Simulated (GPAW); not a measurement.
Crystal: Li.

```
Li
1.0
     0.00000    2.20200    2.20200
     2.20200    0.00000    2.20200
     2.20200    2.20200    0.00000
Li
1
Direct
  0.00000 0.00000 0.00000
```

This isn't the form of Li at room conditions, which is bcc.

| Property | Result |
| --- | --- |
| Program | GPAW 26.7.0 |
| Task | single point |
| Functional | PBE |
| Potentials or basis | GPAW PAW data sets (gpaw-data 1.2.1) |
| Cutoff | 800 eV |
| Basis | pw |
| k mesh | 10 × 10 × 10 |
| Occupations | fermi-dirac, width 0.05 eV |
| Spin | no spin polarisation |

On this cell: pressure -0.7 GPa; band gap on the k mesh none (metal or under the smearing width).

The same run follows on a disturbed copy (cell strained at random at fixed volume):

```
Li
1.0
    -0.02939    2.18954    2.16794
     2.24417   -0.07957    2.21812
     2.15233    2.14788    0.01227
Li
1
Direct
  0.99760 0.00530 0.00297
```

**Question.** What changes?

**Answer.** The energy (extrapolated to zero smearing) moves by +2.7 meV/atom; pressure -0.7 GPa; band gap on the k mesh none (metal or under the smearing width).

Stress tensor (GPa, compression positive):
```
-0.65  0.56 -0.28
 0.56 -0.65  0.23
-0.28  0.23 -0.70
```
